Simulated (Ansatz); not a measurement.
# AlNi3: the cost of one run

Program: Ansatz 0.2.0. Level of theory: DFT PBE, scalar-relativistic, plane waves, PAW. These are calculated values, not measurements.

3 further runs of the same task are left out: 3 set aside as unsound or not needed.

### 1 The system as given

Symmetry: Pm-3m, No. 221, cubic system. Conventional cell: a = 3.523 Å, b = 3.523 Å, c = 3.523 Å, α = 90.00°, β = 90.00°, γ = 90.00°. Al (site symmetry m-3m) is surrounded by 12 Ni at 2.49 Å. Around Ni (site symmetry 4/mmm) lie 4 Al at 2.49 Å and 8 Ni at 2.49 Å.

Structure file:

```
CELL_PARAMETERS angstrom
3.52305 0.00000 0.00000
0.00000 3.52305 0.00000
0.00000 0.00000 3.52305
ATOMIC_POSITIONS crystal
Al 0.00000 0.00000 0.00000
Ni 0.00000 0.50000 0.50000
Ni 0.50000 0.00000 0.50000
Ni 0.50000 0.50000 0.00000
```

Starting moments: Ni 0.80 μB.

### 2 First run, at the start cell

input.yaml reads:

```yaml
crystal:
  lattice:
    - [3.5230547267, 0.0, 0.0]
    - [0.0, 3.5230547267, 0.0]
    - [0.0, 0.0, 3.5230547267]
  atoms:
    - { symbol: Al, position: [0.0, 0.0, 0.0] }
    - { symbol: Ni, position: [0.0, 0.5, 0.5], spin: 0.8 }
    - { symbol: Ni, position: [0.5, 0.0, 0.5], spin: 0.8 }
    - { symbol: Ni, position: [0.5, 0.5, 0.0], spin: 0.8 }
basis:
  ecutwfc: 420
  ecutrho_ratio: 4
kpoints:
  mp_grid: { grid: [12, 12, 12] }
hamiltonian:
  xc: pbe
scf:
  occupations: { method: gaussian, width: 0.05 }
output:
  forces: true
  stress: true
  eigenvalues: true
  populations: true
magnetization:
  spin_polarized: true
```

The run is started by

```sh
> ansatz run input.yaml --threads 2 --pin off --max-ram 5120MiB --backend cpu --events-out ev --progress --plain --runs-dir out
```

Q: Estimate wall time and peak memory on 2 threads of Arm Neoverse V1, shared host.

About 12 s, with a peak of 0.5 GiB.
